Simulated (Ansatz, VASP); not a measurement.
One calculation of KBr, two programs

```
K Br
1.0
     0.00000    3.39127    3.24311
     3.39127    0.00000    3.24311
     3.39127    3.39127    0.00000
K Br
1 1
Direct
  0.00000 0.00000 0.00000
  0.50000 0.50000 0.50000
```

Change from the starting cell: strain +0.030 along x and y, -0.015 along z, atoms carried along.

Alike in both runs: task single point; functional PBE; k mesh 6 × 6 × 6; occupations gaussian, width 0.05 eV; no spin polarisation.

```csv
,VASP,Ansatz
version,VASP 6.6.1,Ansatz 0.2.0
potentials or method,"VASP PAW PBE potentials, release 64 (K_sv, Br)","scalar-relativistic, plane waves, PAW"
plane-wave cutoff (eV),520,420
valence electrons in the cell,16,16
```

VASP gave:

| Item | Value |
| --- | --- |
| gap on the k mesh at the Fermi level (eV) | 4.32 |
| least direct gap on the mesh (eV) | 4.32 |
| pressure (GPa) | 0.3 |
| largest component of the traceless stress (GPa) | 0.89 |

What did Ansatz give for the same quantities?

gap on the k mesh at the Fermi level (eV): 4.32; least direct gap on the mesh (eV): 4.32; pressure (GPa): 0.2; largest component of the traceless stress (GPa): 0.88.
